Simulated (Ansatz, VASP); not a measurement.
One calculation of Mg, two programs

Contents of INCAR:

```
PREC = Accurate
ENCUT = 520
EDIFF = 1E-6
ISMEAR = -1
SIGMA = 0.1
LREAL = False
LASPH = True
NELM = 80
ALGO = Normal
ISIF = 2
LWAVE = False
LCHARG = False
GGA = PE
NBANDS = 10
```

KPOINTS

```
Automatic mesh
0
Gamma
  8 8 11
```

Contents of POSCAR:

```
Mg
1.0
    4.9658115782      0.0000000000      0.0000000000
   -2.4829057891      4.3005189771      0.0000000000
    0.0000000000      0.0000000000      3.0110083853
Mg
3
Direct
    0.0000000000      0.0000000000      0.0000000000
    0.3333333333      0.6666666667      0.5000000000
    0.6666666667      0.3333333333      0.5000000000
```

Input for Ansatz:

```yaml
crystal:
  lattice:
    - [4.9658115782, 0.0, 0.0]
    - [-2.4829057891, 4.3005189771, 0.0]
    - [0.0, 0.0, 3.0110083853]
  atoms:
    - { symbol: Mg, position: [0.0, 0.0, 0.0] }
    - { symbol: Mg, position: [0.3333333333, 0.6666666667, 0.5] }
    - { symbol: Mg, position: [0.6666666667, 0.3333333333, 0.5] }
hamiltonian:
  xc: pbe
  pseudopotentials:
    kind: paw
    azcp:
      Mg: "pseudopotentials/Mg.paw.azcp"
basis:
  ecutwfc: 420
  fft_grid_basis: typed
kpoints:
  mp_grid: { grid: [8, 8, 11], shift: [0, 0, 0] }
magnetization:
  spin_polarized: false
scf:
  occupations: { method: fermi_dirac, width: 0.1 }
  lower_state_search: "off"
output:
  stress: true
```

Alike in both runs: task single point; functional PBE; k mesh 8 × 8 × 11; occupations fermi-dirac, width 0.1 eV; no spin polarisation.

|  | VASP | Ansatz |
| --- | --- | --- |
| version | VASP 6.6.1 | Ansatz 0.2.0 |
| potentials or method | VASP PAW PBE potentials, release 64 (Mg) | plane waves (420 eV) with PAW, scalar-relativistic |
| plane-wave cutoff (eV) | 520 | 420 |
| valence electrons in the cell | 6 | 30 |

Ansatz gave:

- pressure (GPa): 3.3
- largest component of the traceless stress (GPa): 0.11

**Question.** Estimate VASP's values.

**Answer.** Pressure (GPa): 3.2; largest component of the traceless stress (GPa): 0.10.

The two sets of potentials don't hold the same shells in valence.
